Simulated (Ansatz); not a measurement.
# AlNi3: the cost of one run

Computed with Ansatz 0.2.0 (DFT PBE, scalar-relativistic, plane waves, PAW, unless a step's input says otherwise).

**1. The starting structure**

Symmetry: P6_3/mmc, No. 194, hexagonal system. The conventional cell has a = 5.009 Å, b = 5.009 Å, c = 4.040 Å, α = 90.00°, β = 90.00°, γ = 120.00°. Al (site symmetry -6m2) has 12 Ni at 2.50 Å as nearest neighbours. Ni (site symmetry mm2) has 8 Ni at 2.47 to 2.54 Å and 4 Al at 2.50 Å as nearest neighbours.

Structure file:

```cif
data_structure
_symmetry_space_group_name_H-M 'P 1'
_symmetry_Int_Tables_number 1
_cell_length_a 5.0091
_cell_length_b 5.0091
_cell_length_c 4.0403
_cell_angle_alpha 90.000
_cell_angle_beta 90.000
_cell_angle_gamma 120.000
_cell_volume 87.79
loop_
_atom_site_label
_atom_site_type_symbol
_atom_site_fract_x
_atom_site_fract_y
_atom_site_fract_z
_atom_site_occupancy
Al1 Al 0.66667 0.33333 0.25000 1
Al2 Al 0.33333 0.66667 0.75000 1
Ni1 Ni 0.32852 0.16426 0.75000 1
Ni2 Ni 0.83574 0.16426 0.75000 1
Ni3 Ni 0.83574 0.67148 0.75000 1
Ni4 Ni 0.67148 0.83574 0.25000 1
Ni5 Ni 0.16426 0.83574 0.25000 1
Ni6 Ni 0.16426 0.32852 0.25000 1
```

The structure comes from the Materials Project (structure only).

**2. Ground state at the listed geometry**

input.yaml

```yaml
crystal:
  lattice:
    - [5.0091156652, 0.0, 0.0]
    - [-2.5045578326, 4.3380214166, 0.0]
    - [0.0, 0.0, 4.04025638]
  atoms:
    - { symbol: Al, position: [0.66666667, 0.33333333, 0.25] }
    - { symbol: Al, position: [0.33333333, 0.66666667, 0.75] }
    - { symbol: Ni, position: [0.32852, 0.16426, 0.75], spin: -2.0 }
    - { symbol: Ni, position: [0.83574, 0.16426, 0.75], spin: -2.0 }
    - { symbol: Ni, position: [0.83574, 0.67148, 0.75], spin: -2.0 }
    - { symbol: Ni, position: [0.67148, 0.83574, 0.25], spin: -2.0 }
    - { symbol: Ni, position: [0.16426, 0.83574, 0.25], spin: -2.0 }
    - { symbol: Ni, position: [0.16426, 0.32852, 0.25], spin: -2.0 }
magnetization:
  spin_polarized: true
basis:
  ecutwfc: 500
  fft_grid_basis: typed
kpoints:
  mp_grid: { grid: [9, 9, 8] }
hamiltonian:
  xc: pbe
  pseudopotentials: { kind: paw }
scf:
  occupations: { method: gaussian, width: 0.05 }
output:
  forces: true
  stress: true
  eigenvalues: true
  bader: true
  write_density: true
  volumetric_format: npy
  populations: true
  elf: true
```

Command:

```
$ ansatz run input.yaml --threads 2 --pin off --max-ram 4096MiB --backend cpu --events-out ev --progress --plain --runs-dir out
```

What time and memory should one allow on 2 threads of Arm Neoverse V1, shared host?

About 1.8 min, with a peak of 0.91 GiB.
